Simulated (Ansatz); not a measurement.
# 2H-WSe2 bilayer (2H stacking) in a perpendicular field

Aim: how the 2H-WSe2 bilayer (2H stacking) screens a field along its normal, and what the field does to its bands. A positive field points along +c.

Method: plane-wave DFT, PBE-D3(BJ), Ansatz PAW, in Ansatz 0.2.0.

### Step 1. The structure

The cell holds 6 atoms: 4 Se and 2 W. Its edges and angles: a = 3.320 Å, b = 3.320 Å, c = 52.181 Å, α = 90.0°, β = 90.0°, γ = 120.0°. Regions: layer 1: 2H-WSe2, 3 atoms (2 Se and 1 W); layer 2: 2H-WSe2, 3 atoms (2 Se and 1 W). Vacuum lies along c.

### Step 2. Relaxing the slab

The starting cell is a guess, so the in-plane lattice and the atoms are relaxed first, with the slab cut off from its images along the normal.

input.yaml reads:

```yaml
crystal:
  lattice:
    - [3.32, 0.0, 0.0]
    - [-1.66, 2.8752043406, 0.0]
    - [0.0, 0.0, 52.180695867]
  atoms:
    - { symbol: Se, position: [0.3333333333, 0.6666666667, 0.3986148451] }
    - { symbol: W, position: [0.0, 0.0, 0.4344551867] }
    - { symbol: Se, position: [0.3333333333, 0.6666666667, 0.4702955284] }
    - { symbol: Se, position: [0.0, 0.0, 0.5297044716] }
    - { symbol: W, position: [0.3333333333, 0.6666666667, 0.5655448133] }
    - { symbol: Se, position: [0.0, 0.0, 0.6013851549] }
  periodic: [true, true, false]
kpoints:
  mp_grid: { grid: [12, 12, 1] }
hamiltonian:
  xc: pbe
  dispersion: d3bj
scf:
  occupations: { method: fermi_dirac, width: 0.05 }
  convergence: { dr2_threshold: 1.0e-09 }
relax:
  f_tol: 0.004
  max_steps: 90
  cell: {}
output:
  write_potential: true
  write_density: true
  volumetric_format: npy
```

Started as:

```sh
$ ansatz run input.yaml --threads 4 --pin off --max-ram 8192MiB --backend cpu --events-out ev --progress --plain --runs-dir out
```

Numbers of over 12 decimals in the logs are rounded to 6 here.

The log of the run:

```text
Warning: relax.cell: scf.convergence.dr2_threshold = 1e-9 eV is looser than the 1.41654749569e-10 eV advised for a relaxation that steers and ends on the stress (1e-10 eV for each atom of the cell: 6, times the square of relax.cell.stress_2d_tol = 0.05 N/m over 20.6 Å (the atoms' height at the walk's start and 5 Å past either face), 2.429e-2 GPa, over a crystal's default 0.05). What an SCF threshold leaves in a stress goes as its square root, and in the free energy as the threshold itself, and one threshold admits the most on a small cell: [figures from the program's tests cut] Set scf.convergence.dr2_threshold to 1.41654749569e-10 eV or tighter. [rest of the remark cut]
Engine: ansatz 0.2.0, x86_64-unknown-linux-gnu
Pseudopotentials: kind: paw
Pseudopotential: Se, paw, valence charge 16, recommended cutoff 420 eV (normal), Se.paw.azcp
Pseudopotential: W, paw, valence charge 14, recommended cutoff 420 eV (normal), W.paw.azcp
Functional definition: PBE
  parameter kappa = 0.804
  parameter beta = 0.066725
  exchange = pbe_x(kappa = kappa, mu = beta*pi^2/3)
  correlation = pbe_c(beta = beta)
Crystal: 6 atoms, lattice volume = 498.100 Å³
Basis set: ecut = 420 eV, 9895 PW (Γ), exchange–correlation on 48×48×720 points (8 copies of the dense FFT grid, shifted against one another)
Bands: 56, of which v1, the nominal top of the filled ones, is band 46 counted from 1 (45 counted from 0)
Symmetry: 12 space group operations
Space group: P-3m1 (ITA 164), of the structure as read, at distance tolerance 7.9e-5 Å
k-points: 19 of 144
Non-local potential: Se, projectors of the file, l = 0: 2, l = 1: 2, l = 2: 3, l = 3: 1
Non-local potential: W, projectors of the file, l = 0: 3, l = 1: 2, l = 2: 2, l = 3: 1
PAW form: soft (Blöchl's): semilocal exchange-correlation on the pseudo side does not see the compensation charge
PAW one-centre angular grid: Se, 590 points (default); XC on 64 Gauss nodes
PAW one-centre angular grid: W, 590 points (default); XC on 64 Gauss nodes
Initial density: superposition of atomic densities (neutral atoms: chi_scale 0, normalization atom), corrected by the library's trained network
Initial wavefunctions: pseudopotential atomic-orbital guess
Functional: x = pbe(κ = 0.804, μ = 0.219515), c = pbe(β = 0.066725)
SCF iter   1: F=—  HF=-42650.464051 eV  |F-HF|=—  |Δ(HF+E_count)|=         —  Δρ=2.59e-3  dr2=7.00e-2  ethr=1.77e-3  ⟨swp⟩=14.4  Hψ=5806  notcnv=0
preconditioner: auto → Resta (q_TF=auto, 2.059 Å⁻¹)  ε∞=2.5  [insulator: Δε(μ)=0.835 eV  Ē_g=8.019 eV  σ=0.050 eV  W_gap=1.00  n_scr=34 (ndim 8)  ℏωp=10.0 eV  f_vac=0.727  D(μ)=0.00/eV (n_scr^D=0)  ε∞_Penn≈2.5  vacuum switching on, ρ_ref=4.7e-3 e/Å³]
SCF iter   2: F=—  HF=-42650.489261 eV  |F-HF|=—  |Δ(HF+E_count)|=   2.52e-2  Δρ=2.30e-3  dr2=2.41e-1  ethr=7.61e-5  ⟨swp⟩=3.1  Hψ=2582  notcnv=0  defer=40
SCF iter   3: F=—  HF=-42650.474270 eV  |F-HF|=—  |Δ(HF+E_count)|=   1.50e-2  Δρ=1.13e-3  dr2=9.35e-3  ethr=7.61e-5  ⟨swp⟩=2.9  Hψ=1648  notcnv=0  defer=40
SCF iter   4: F=—  HF=-42650.477853 eV  |F-HF|=—  |Δ(HF+E_count)|=   3.58e-3  Δρ=7.87e-4  dr2=1.34e-2  ethr=1.02e-5  ⟨swp⟩=3.1  Hψ=1743  notcnv=0  defer=40
SCF iter   5: F=—  HF=-42650.476703 eV  |F-HF|=—  |Δ(HF+E_count)|=   1.15e-3  Δρ=1.02e-4  dr2=7.64e-5  ethr=1.02e-5  ⟨swp⟩=2.8  Hψ=1495  notcnv=0  defer=40
SCF iter   6: F=—  HF=-42650.476743 eV  |F-HF|=—  |Δ(HF+E_count)|=   3.96e-5  Δρ=4.43e-5  dr2=2.29e-5  ethr=8.30e-8  ⟨swp⟩=4.0  Hψ=2189  notcnv=0  defer=40
SCF iter   7: F=—  HF=-42650.476756 eV  |F-HF|=—  |Δ(HF+E_count)|=   1.36e-5  Δρ=1.81e-5  dr2=2.84e-6  ethr=2.49e-8  ⟨swp⟩=2.4  Hψ=1602  notcnv=0  defer=40
SCF iter   8: F=—  HF=-42650.476631 eV  |F-HF|=—  |Δ(HF+E_count)|=   1.25e-4  Δρ=8.77e-6  dr2=1.27e-6  ethr=3.09e-9  ⟨swp⟩=3.4  Hψ=2002  notcnv=0  defer=40
SCF iter   9: F=—  HF=-42650.476632 eV  |F-HF|=—  |Δ(HF+E_count)|=   1.69e-7  Δρ=4.42e-6  dr2=2.66e-7  ethr=1.38e-9  ⟨swp⟩=2.5  Hψ=1383  notcnv=0  defer=40
SCF iter  10: F=—  HF=-42650.476631 eV  |F-HF|=—  |Δ(HF+E_count)|=   1.30e-8  Δρ=8.23e-7  dr2=9.36e-9  ethr=2.89e-10  ⟨swp⟩=3.2  Hψ=1890  notcnv=0  defer=40
SCF iter  11: F=—  HF=-42650.476631 eV  |F-HF|=—  |Δ(HF+E_count)|=   4.75e-9  Δρ=4.57e-7  dr2=5.70e-9  ethr=1.02e-11  ⟨swp⟩=3.2  Hψ=2166  notcnv=0  defer=40
SCF iter  12: F=—  HF=-42650.476631 eV  |F-HF|=—  |Δ(HF+E_count)|=   1.29e-9  Δρ=2.44e-7  dr2=4.29e-9  ethr=6.19e-12  ⟨swp⟩=2.9  Hψ=1519  notcnv=0  defer=40
SCF iter  13: F=-42650.476631 eV  HF=-42650.476631 eV  |F-HF|=5.31e-10  |Δ(HF+E_count)|=  6.69e-10  Δρ=1.04e-7  dr2=5.61e-10  ethr=1.09e-12  ⟨swp⟩=10.1  Hψ=7391  notcnv=0
SCF 1 converged in 13 iterations: F = -42650.476631 eV  dr2 = 5.61e-10
  greatest PAW one-centre occupation: 1.000 electrons in one spin orbital (limit 2), on the Se atom at site 3 (counted from 0), in its partial waves of l = 2
relax step   1: F+E_penalty+E_count = -42650.47663149 eV  Δ(F+E_penalty+E_count) = +0.000e0 eV  max|allowed force component| = 2.630e0 eV/Å  Δτ_max = 0.0000 Å  P = -13.428 N/m  Ω = 498.100 Å³  fix = [c, alpha, beta]  reactions: c -0.000 N/m  (13 SCF iters, accepted)
Crystal: 6 atoms, lattice volume = 489.911 Å³
Basis set: ecut = 420 eV, 9763 PW (Γ), exchange–correlation on 48×48×720 points (8 copies of the dense FFT grid, shifted against one another)
Initial density: handed on by an earlier stage of this run
Initial wavefunctions: those handed on with the density
iter 1 solved again at ethr=6.74e-4 eV; its pass at ethr=3.10e-3 eV (dr2=6.20e-1 eV) is discarded
SCF iter   1: F=—  HF=-42651.709631 eV  |F-HF|=—  |Δ(HF+E_count)|=         —  Δρ=7.93e-3  dr2=6.26e-1  ethr=6.74e-4  ⟨swp⟩=2.1  Hψ=6121  notcnv=0
preconditioner: auto → Resta (q_TF=auto, 2.065 Å⁻¹)  ε∞=2.3  [insulator: Δε(μ)=1.497 eV  Ē_g=8.758 eV  σ=0.050 eV  W_gap=1.00  n_scr=34 (ndim 8)  ℏωp=10.1 eV  f_vac=0.737  D(μ)=0.00/eV (n_scr^D=0)  ε∞_Penn≈2.3  vacuum switching on, ρ_ref=5.6e-3 e/Å³]
SCF iter   2: F=—  HF=-42651.679053 eV  |F-HF|=—  |Δ(HF+E_count)|=   3.06e-2  Δρ=5.59e-3  dr2=4.61e-1  ethr=6.74e-4  ⟨swp⟩=3.9  Hψ=1991  notcnv=0
SCF iter   3: F=—  HF=-42651.615428 eV  |F-HF|=—  |Δ(HF+E_count)|=   6.36e-2  Δρ=2.37e-3  dr2=2.40e-2  ethr=5.01e-4  ⟨swp⟩=3.0  Hψ=1805  notcnv=0  defer=50
SCF iter   4: F=—  HF=-42651.611674 eV  |F-HF|=—  |Δ(HF+E_count)|=   3.75e-3  Δρ=4.60e-4  dr2=1.09e-3  ethr=2.61e-5  ⟨swp⟩=3.4  Hψ=1789  notcnv=0  defer=51
SCF iter   5: F=—  HF=-42651.611908 eV  |F-HF|=—  |Δ(HF+E_count)|=   2.34e-4  Δρ=2.13e-4  dr2=1.87e-3  ethr=1.18e-6  ⟨swp⟩=4.2  Hψ=2198  notcnv=0  defer=51
[...]
SCF iter  10: F=—  HF=-42651.649996 eV  |F-HF|=—  |Δ(HF+E_count)|=   7.19e-8  Δρ=5.22e-7  dr2=1.63e-9  ethr=7.46e-11  ⟨swp⟩=3.0  Hψ=1754  notcnv=0  defer=35
SCF iter  11: F=-42651.649996 eV  HF=-42651.649996 eV  |F-HF|=8.15e-10  |Δ(HF+E_count)|=   1.07e-8  Δρ=1.38e-7  dr2=2.00e-10  ethr=1.09e-12  ⟨swp⟩=13.2  Hψ=7994  notcnv=0
SCF 3 converged in 11 iterations: F = -42651.649996 eV  dr2 = 2.00e-10
relax step   3: F+E_penalty+E_count = -42651.64999608 eV  Δ(F+E_penalty+E_count) = -3.838e-2 eV  max|allowed force component| = 3.750e-2 eV/Å  Δτ_max = 0.1947 Å  P = +0.580 N/m  Ω = 484.293 Å³  energy of the carried Pulay correction = +5.114e-4 eV  fix = [c, alpha, beta]  reactions: c +0.000 N/m  (11 SCF iters, accepted)
[...]
relax step   4: F+E_penalty+E_count = -42651.64942392 eV  Δ(F+E_penalty+E_count) = +5.722e-4 eV  max|allowed force component| = 3.069e-2 eV/Å  Δτ_max = 0.0866 Å  P = -0.232 N/m  Ω = 487.952 Å³  energy of the carried Pulay correction = +3.745e-4 eV  fix = [c, alpha, beta]  (10 SCF iters, rejected (line search))
[...]
relax step   5: F+E_penalty+E_count = -42651.65216727 eV  Δ(F+E_penalty+E_count) = -2.171e-3 eV  max|allowed force component| = 7.153e-3 eV/Å  Δτ_max = 0.0303 Å  P = +0.025 N/m  Ω = 486.695 Å³  energy of the carried Pulay correction = +4.214e-4 eV  fix = [c, alpha, beta]  reactions: c +0.000 N/m  (11 SCF iters, accepted)
[...]
relax step   6: F+E_penalty+E_count = -42651.65217498 eV  Δ(F+E_penalty+E_count) = -7.708e-6 eV  max|allowed force component| = 1.420e-2 eV/Å  Δτ_max = 0.0157 Å  P = +0.024 N/m  Ω = 486.845 Å³  energy of the carried Pulay correction = +4.158e-4 eV  fix = [c, alpha, beta]  reactions: c +0.000 N/m  (9 SCF iters, accepted)
[...]
relax step   7: F+E_penalty+E_count = -42651.65223988 eV  Δ(F+E_penalty+E_count) = -6.490e-5 eV  max|allowed force component| = 1.174e-3 eV/Å  Δτ_max = 0.0066 Å  P = -0.004 N/m  Ω = 486.842 Å³  energy of the carried Pulay correction = +4.159e-4 eV  fix = [c, alpha, beta]  reactions: c -0.000 N/m  (9 SCF iters, accepted)
Initial wavefunctions: pseudopotential atomic-orbital guess (no wavefunctions were taken with the density)
iter 1 solved again at ethr=4.10e-7 eV; its pass at ethr=3.10e-3 eV (dr2=3.77e-4 eV) is discarded
SCF iter   1: F=—  HF=-42651.651853 eV  |F-HF|=—  |Δ(HF+E_count)|=         —  Δρ=1.84e-5  dr2=2.34e-7  ethr=4.10e-7  ⟨swp⟩=7.1  Hψ=10868  notcnv=0
eigensolver tolerance schedule: the retry pair's looser diagonalisation over-reported the residual by 1610.86 of it (diagonalisation noise at 0.27 of the residual, at the tolerance the schedule requests for it); recorded, not acted on — ethr = c·dr2/N_el stays at c = 1.0e-1
preconditioner: auto → Resta (q_TF=auto, 2.067 Å⁻¹)  ε∞=2.3  [insulator: Δε(μ)=1.284 eV  Ē_g=8.864 eV  σ=0.050 eV  W_gap=1.00  n_scr=34 (ndim 8)  ℏωp=10.1 eV  f_vac=0.743  D(μ)=0.00/eV (n_scr^D=0)  ε∞_Penn≈2.3  vacuum switching on, ρ_ref=5.7e-3 e/Å³]
SCF iter   2: F=—  HF=-42651.651742 eV  |F-HF|=—  |Δ(HF+E_count)|=   1.11e-4  Δρ=9.52e-6  dr2=7.06e-8  ethr=2.54e-10  ⟨swp⟩=5.7  Hψ=3519  notcnv=0
SCF iter   3: F=—  HF=-42651.651742 eV  |F-HF|=—  |Δ(HF+E_count)|=   4.68e-8  Δρ=2.80e-6  dr2=3.56e-8  ethr=7.68e-11  ⟨swp⟩=2.9  Hψ=2193  notcnv=0
SCF iter   4: F=—  HF=-42651.651742 eV  |F-HF|=—  |Δ(HF+E_count)|=   1.16e-9  Δρ=1.16e-6  dr2=1.14e-8  ethr=3.87e-11  ⟨swp⟩=3.0  Hψ=1703  notcnv=0
SCF iter   5: F=-42651.651742 eV  HF=-42651.651742 eV  |F-HF|=3.49e-10  |Δ(HF+E_count)|=   1.19e-9  Δρ=3.62e-7  dr2=4.96e-10  ethr=1.09e-12  ⟨swp⟩=16.6  Hψ=9293  notcnv=0
SCF 8 converged in 5 iterations: F = -42651.651742 eV  dr2 = 4.96e-10
relax step   8: F+E_penalty+E_count = -42651.65174207 eV  Δ(F+E_penalty+E_count) = +4.978e-4 eV  max|allowed force component| = 1.107e-3 eV/Å  Δτ_max = 0.0000 Å  P = +0.002 N/m  Ω = 486.842 Å³  fix = [c, alpha, beta]  reactions: c +0.000 N/m  stress off target by 1.88e-3 N/m on what of the cell is left free  SCF on the basis re-selected at this cell (its energy is not comparable with the rows above)  (5 SCF iters)
basis re-selected at this cell: Δ(F+E_penalty+E_count) = +4.978e-4 eV, ΔP = +0.006 N/m vs the last step (what re-selecting the basis moved, of the pressure what is left beyond the Pulay correction that the steps carried, after the strain that the cell walked since its last selection, with what the two solves' SCF thresholds leave and, on support functions, any second-order correction that the steps lacked; it is no m [...]
WARN: The output density's exchange-correlation potential varies sharply where the density is thin. Do not read a vacuum level from v_tot or v_xc, or from such a field of the output density. On a cell that repeats whose density bears no net charge and no dipole along the vacuum's axis use v_es (v_loc + v_h of the components); under efield.dipole_correction with no amplitude use v_es + v_field, which holds any externa [...]
SCF converged after 5 iterations
Free energy (F): -42651.651742 eV
Harris-Foulkes:  -42651.651742 eV  (|F-HF|=3.49e-10)
Internal energy: -42651.651742 eV  (E = F + TS)
E sigma→0 (E₀):  -42651.651742 eV
Entropy (-TS):   -0.000000 eV (-0.000 meV/atom)
Fermi energy:    -4.312972 eV
--- Per-component energies (eV) ---
  E_band       = -3312.300605
  E_kinetic    = 1378.867334
  E_local      = -748330.947862  (includes V_loc(G=0)·N_el)
  E_nonlocal   = -2379.777612
  E_hartree    = 373134.421330
  E_xc         = -952.915518
  E_vxc        = -873.354480  (∫ρ·V_xc dr)
  E_paw        = -24771.117914  (= ΣΔE_a)
  E_vpaw       = 624.073954  (= ΣTr[D̂ρ^β])
  E_aug_tail   = -0.002502  (compensation charges beyond the density's cutoff)
  E_ewald      = 359272.241008
  E_disp       = -2.420007  (pairwise vdW)
  E_smearing   = -0.000000  (= −TS)
  E_closure    = -0.000000  (closes the sum)
  Σ components = -42651.651742   (vs F -42651.651742, Δ=0.00e0)
--- Forces (eV/Å), atoms counted from 1 ---
  atom   1  Se     0.00000000     0.00000000     0.00086550
  atom   2  W     -0.00000000    -0.00000000    -0.00070757
  atom   3  Se     0.00000000     0.00000000    -0.00110680
  atom   4  Se    -0.00000000    -0.00000000     0.00110680
  atom   5  W      0.00000000     0.00000000     0.00070757
  atom   6  Se    -0.00000000    -0.00000000    -0.00086550
  max |Σ_I F_I| component: 2.17e-19 eV/Å
--- 2D stress c σ (N/m, compression-positive) ---
        0.001885       0.000000       0.000000
        0.000000       0.001885       0.000000
        0.000000       0.000000       0.000000
  P = ½ c Tr σ = 0.0019 N/m
--- Band table (eV; the first three rows and the last of 19) ---
  k-point 0: bands = [... 42 lower, -6.2115, -6.2115, -5.6604, -4.9220, -2.1113, -2.1113, -2.0598, -2.0598, ... 6 higher]
  k-point 1: bands = [... 42 lower, -6.2704, -6.1182, -5.6566, -5.0495, -2.3624, -2.3218, -2.3018, -2.2382, ... 6 higher]
  k-point 2: bands = [... 42 lower, -6.5344, -6.2160, -5.7468, -5.4809, -3.0458, -2.7649, -2.5317, -2.4556, ... 6 higher]
  k-point 18: bands = [... 42 lower, -7.4337, -7.4337, -5.1503, -5.0015, -3.3765, -3.3765, -2.6557, -1.9829, ... 6 higher]
  the weakly bound empty levels are not read free of the cell's end (no_gap_told)
--- Relaxed structure (7 steps of the walk, 6 accepted, 1 SCFs on fresh bases) ---
  F+E_penalty+E_count = -42651.65174207 eV   max|allowed force component| = 1.107e-3 eV/Å   (the final SCF, on the basis selected at the relaxed cell)
  cell:  # Å, volume = 486.8422 Å³
    - [3.282267, 0, 0]
    - [-1.641133, 2.842526, 0]
    - [0, 0, 52.180695867]
  atoms:
    - { symbol: Se, position: [0.333333, 0.666667, 0.406364] }
    - { symbol: W, position: [9.251858539620023e-18, -5.088522196306341e-17, 0.438657] }
    - { symbol: Se, position: [0.333333, 0.666667, 0.470937] }
    - { symbol: Se, position: [9.251858539620023e-18, -5.088522196306341e-17, 0.529063] }
    - { symbol: W, position: [0.333333, 0.666667, 0.561343] }
    - { symbol: Se, position: [9.251858539620017e-18, -5.088522196306341e-17, 0.593636] }
```

It took 79 s on 4 threads of Intel Xeon at 2.70GHz, shared host; peak memory 1.3 GiB.

Step by step:

```csv
step,energy less that of the first step (eV),largest force component (eV/Å),volume (Å³)
1,0.0000,2.6304,498.10
2,-1.1350,0.1297,489.91
3,-1.1734,0.0375,484.29
4,-1.1728,0.0307,487.95
5,-1.1755,0.0072,486.69
6,-1.1755,0.0142,486.85
7,-1.1756,0.0012,486.84
8*,-1.1751,0.0011,486.84
```

Relaxation steps marked * repeat the geometry before them on a plane-wave basis chosen anew for their cell, so energy and pressure can jump there. Relaxation step 4 was tried and not accepted.

Forces are held to the 12 operations that the run works with; a distortion that breaks them can't arise in this run.

```csv
cell as run,before,after,change
a (Å),3.320,3.282,-1.1 %
b (Å),3.320,3.282,-1.1 %
```

The atoms that moved most (Å, along periodic axes as changes of fractional coordinates times the final cell, across vacuum about the mean position):

```csv
atom,dx,dy,dz,length
Se6,0.000,0.000,-0.404,0.404
Se1,0.000,0.000,0.404,0.404
W5,0.000,0.000,-0.219,0.219
W2,0.000,0.000,0.219,0.219
Se3,0.000,0.000,0.033,0.033
Se4,0.000,0.000,-0.033,0.033
```

Final coordinates:

```xyz
6
Lattice="3.2823 0.0000 0.0000 -1.6411 2.8425 0.0000 0.0000 0.0000 52.1807" Properties=species:S:1:pos:R:3
Se    0.0000    1.8950   21.2043
W     0.0000    0.0000   22.8894
Se    0.0000    1.8950   24.5738
Se    0.0000    0.0000   27.6069
W     0.0000    1.8950   29.2913
Se    0.0000    0.0000   30.9764
```

The lattice constant a goes from 3.320 to 3.282 Å.

(Continued in part 2 of 3.)

[Logs are printed without paths, hosts, clocks, repeated set-up lines and the standing remarks that a program may print on its own settings, such as how far it seeks lower states.]

[Hosts, paths, dates, database ids (printed as entryN), source tags and the programs' standing remarks are cut or masked in the printed files.]

[Maps of the electrostatic potential energy from Ansatz leave out the sawtooth potential of an applied field or a dipole correction, so their vacuum need not be flat; planar profiles and work functions include it.]
